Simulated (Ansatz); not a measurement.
# Ti: an axial (c/a) deformation path

The task here is to estimate one member of a computed series from the others.

Computed with Ansatz 0.2.0 (DFT r2SCAN, scalar-relativistic, plane waves, PAW, unless a step's input says otherwise).

2 further runs of the same task are left out: 1 that didn't finish, 1 set aside as unsound or not needed.

**The structure to begin with**

The structure is hexagonal, space group P6/mmm (No. 191). Conventional cell: a = 4.568 Å, b = 4.568 Å, c = 2.825 Å, α = 90.00°, β = 90.00°, γ = 120.00°. Around Ti (site symmetry 6/mmm) lie 14 Ti at 2.82 to 2.99 Å. Ti (site symmetry -6m2) is surrounded by 11 Ti at 2.64 to 2.99 Å.

As a file:

```cif
data_structure
_symmetry_space_group_name_H-M 'P6/mmm'
_symmetry_Int_Tables_number 191
_cell_length_a 4.5680
_cell_length_b 4.5680
_cell_length_c 2.8246
_cell_angle_alpha 90.000
_cell_angle_beta 90.000
_cell_angle_gamma 120.000
_cell_volume 51.04
loop_
_atom_site_label
_atom_site_type_symbol
_atom_site_symmetry_multiplicity
_atom_site_Wyckoff_symbol
_atom_site_fract_x
_atom_site_fract_y
_atom_site_fract_z
_atom_site_occupancy
Ti1 Ti 1 a 0.00000 0.00000 0.00000 1
Ti2 Ti 2 d 0.33333 0.66667 0.50000 1
```

It goes back to an entry of the Materials Project, which need not be the stable form.

This cell was relaxed beforehand with the same method: volume 17.01 Å³/atom, gap on the mesh none (metal).

The first run:

Input file input.yaml:

```yaml
crystal:
  lattice:
    - [4.5680217113, 0.0, 0.0]
    - [-2.2840108556, 3.956022847, 0.0]
    - [0.0, 0.0, 2.8245629289]
  atoms:
    - { symbol: Ti, position: [0.0, 0.0, 0.0] }
    - { symbol: Ti, position: [0.3333333333, 0.6666666667, 0.5] }
    - { symbol: Ti, position: [0.6666666667, 0.3333333333, 0.5] }
basis:
  ecutwfc: 500
kpoints:
  mp_grid: { grid: [12, 12, 18] }
hamiltonian:
  xc: r2scan
scf:
  occupations: { method: gaussian, width: 0.15 }
output:
  forces: true
  stress: true
  eigenvalues: true
```

On the command line:

```bash
> ansatz run input.yaml --threads 1 --pin off --max-ram 2560MiB --backend cpu --events-out ev --progress --plain --runs-dir out
```

Steps of the session up to this table: Zero of the scan; At ρ = 0.850; ρ = 1.200; ρ = 0.920; At ρ = 1.100; ρ = 0.960; At ρ = 1.050; ρ = 0.800; Point ρ = 1.300.

One table of the session follows, with a row left open; its other results are not shown here.

The scan, with free energies counted from the undisturbed cell:

```
    ρ  ΔE (meV/atom)  pressure (GPa)
0.800          149.6             0.6
0.850          129.8             0.8
0.920           53.1             0.7
0.960           12.9             0.3
1.000            0.0             0.0
1.050              ?               ?
1.100           60.7            -0.2
1.200          192.0             0.0
1.300          328.7             0.3
```

Q: Estimate the row for ρ = 1.050 from the others.

Worked estimate for «ΔE (meV/atom)». A straight line through the neighbours (1.000, 0.0) and (1.100, 60.7) gives 0.0 + (60.7 − 0.0) × (1.050 − 1.000) / (1.100 − 1.000) = 30.4; a parabola fitted to 4 rows on both sides gives 21.1.

**Answer.** ΔE (meV/atom): 16.5; pressure (GPa): -0.2. In «ΔE (meV/atom)» the line misses by +13.9 and the parabola by +4.6.
